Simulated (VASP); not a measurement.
MnF2, 3 atoms in the cell. It takes space group R-3m (No. 166, trigonal). Conventional cell: a = 3.174 Å, b = 3.174 Å, c = 14.393 Å, α = 90.00°, β = 90.00°, γ = 120.00°. Around Mn (site symmetry -3m) lie 6 F at 2.17 Å. Around F (site symmetry 3m) lie 3 Mn at 2.17 Å. The cell was built by a generator and needn't be a form met in nature.

| Item | Value |
| --- | --- |
| Program | VASP 6.6.1 |
| Task | single point |
| Functional | PBE |
| Potentials or basis | VASP PAW PBE potentials, release 64 (Mn_pv, F) |
| Cutoff | 520 eV |
| k mesh | 7 × 7 × 7 |
| Occupations | gaussian, width 0.05 eV |
| Spin | non-collinear spin, random start |
| Starting moments | [[1.439, -1.784, 0.188], [0.0, -0.0, -0.0], [-0.0, 0.0, -0.0]] μB |
| Hubbard terms | Mn d U = 4 eV |
| Further INCAR settings | ALGO = Normal; EDIFF = 1e-06 |

Potentials or basis: VASP PAW PBE potentials, release 64 (Mn_pv, F).

Run with:

```sh
$ cat potpaw_PBE.64/Mn_pv/POTCAR potpaw_PBE.64/F/POTCAR > POTCAR
$ mpirun -np 1 vasp_ncl > vasp.out
```

Hardware: 1 thread of AMD EPYC 9R45 (Zen 5), on a shared host.

Task: How long does it take, and how much memory?

Result: It took 18 min on 1 thread of AMD EPYC 9R45 (Zen 5), on a shared host, peak memory 0.69 GiB. Counts: scf iterations 19, k points 172.
